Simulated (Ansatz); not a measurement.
CsI, DFT, PBE, all-electron LAPW, non-relativistic (Ansatz 0.2.0), run on 1 thread of Intel(R) Xeon(R) 6975P-C (Granite Rapids) on a shared host.

The cell is COD entry 9008790, as deposited and not checked against the literature; nothing was relaxed.

Command: `ansatz run input.yaml --threads 1 --pin off --max-ram 2048MiB --backend cpu --events-out ev --progress --plain --runs-dir out`

```yaml
crystal:
  lattice:
    - [4.5667, 0.0, 0.0]
    - [0.0, 4.5667, 0.0]
    - [0.0, 0.0, 4.5667]
  atoms:
    - { symbol: Cs, position: [0.0, 0.0, 0.0] }
    - { symbol: I, position: [0.5, 0.5, 0.5] }
kpoints:
  mp_grid: { grid: [7, 7, 7] }
  band_path:
    path:
      - [0.0, 0.0, 0.0]
      - [0.0, 0.5, 0.0]
      - [0.5, 0.5, 0.0]
      - [0.0, 0.0, 0.0]
      - [0.5, 0.5, 0.5]
      - [0.0, 0.5, 0.0]
      - [0.5, 0.5, 0.5]
      - [0.5, 0.5, 0.0]
    npoints: 5
scf:
  occupations: { method: fermi_dirac, width: 0.01 }
hamiltonian:
  xc: pbe
  pseudopotentials:
    kind: all_electron
    lapw: { basis_error: 0.00025 }
    relativity: none
output:
  forces: true
  stress: true
  eigenvalues: true
```

**Question.** How large is the problem that the program sets up?

**Answer.** 20 irreducible k-points, 251 plane waves at Γ, 32 bands.

**Question.** Estimate the wall time and the peak memory.

**Answer.** 4.8 s of wall time for 8 SCF iterations, with a peak of 0.32 GiB. Times on shared machines scatter by tens of per cent.
